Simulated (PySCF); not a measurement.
Molecule: N,N-Dimethylacetamide (CC(=O)N(C)C, C4H9NO).

Mapped SMILES: `[CH3:1][C:2](=[O:3])[N:4]([CH3:5])[CH3:6]`. Each H is labelled by its parent atom.

Spin–spin couplings on one PBE0-D3(BJ)/def2-SVP geometry, PySCF, gas phase, non-relativistic, equivalent pairs averaged (spin–dipole term only in couplings to heteroatoms); isotopes $^{13}$C, $^{1}$H, $^{15}$N; functional B3LYP.

How do the couplings (Hz) change with the basis set? Times are CPU seconds on shared hosts with different chips, so compare them loosely. Far from the basis limit: 6-31G*, pcJ-0, 6-31G-J, def2-TZVP, cc-pVTZ.

## Answers


```
basis set  functions  $^{1}J$(C6,H(C6))  $^{1}J$(C5,H(C5))  $^{1}J$(C1,H(C1))  $^{1}J$(C1,C2)  $^{1}J$(C2,N4)  $^{1}J$(N4,C6)  $^{1}J$(N4,C5)  core-s
   6-31G*        102              149.7              148.0              145.2            67.9           -20.8           -18.6           -17.9     7.6
    pcJ-0        105              122.9              121.0              116.0            45.8            -7.7            -9.5            -8.1     7.6
  6-31G-J        108              147.4              145.4              138.8            56.7           -14.7           -13.9           -13.3     8.6
def2-TZVP        240              135.2              133.2              126.9            56.8           -15.0           -12.5           -11.9      25
    pcJ-1        252              143.1              140.9              134.7            57.5           -15.7           -14.0           -13.4      40
  cc-pVTZ        306              127.4              125.5              120.0            48.6           -16.8            -9.4            -9.1      37
```

The Fermi-contact term samples the wavefunction at the nucleus, which is why sets with added tight s functions (names with J) are made for couplings.
